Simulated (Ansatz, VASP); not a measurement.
# Te2Pt (Moncheite) in VASP and in Ansatz

```
CELL_PARAMETERS angstrom
4.03817 0.00000 0.00000
-2.01909 3.49716 0.00000
0.00000 0.00000 5.31094
ATOMIC_POSITIONS crystal
Te 0.33333 0.66667 0.25685
Te 0.66667 0.33333 0.74315
Pt 0.00000 0.00000 0.00000
```

Alike in both runs: task single point; functional r2SCAN; k mesh 6 × 6 × 4; occupations fermi-dirac, width 0.02 eV; no spin polarisation.

|  | VASP | Ansatz |
| --- | --- | --- |
| version | VASP 6.6.1 | Ansatz 0.2.0 |
| potentials or method | VASP PAW PBE potentials, release 64 (Te, Pt) | plane waves, PAW |
| plane-wave cutoff (eV) | 520 | 500 |
| valence electrons in the cell | 22 | 50 |

```tsv
	VASP	Ansatz	Ansatz less VASP
pressure (GPa)	1.2	1.4	+0.11
rms of the force components (eV/Å)	0.004	0.007	+0.0027
```

Atom by atom the forces differ by 0.003 eV/Å (rms over components). The two sets of potentials don't hold the same shells in valence.

Caveats: the PAW data sets were made with another functional, which shifts forces and pressure a little (VASP). Spin-orbit coupling is left out, which matters for the levels of Pt, Te.
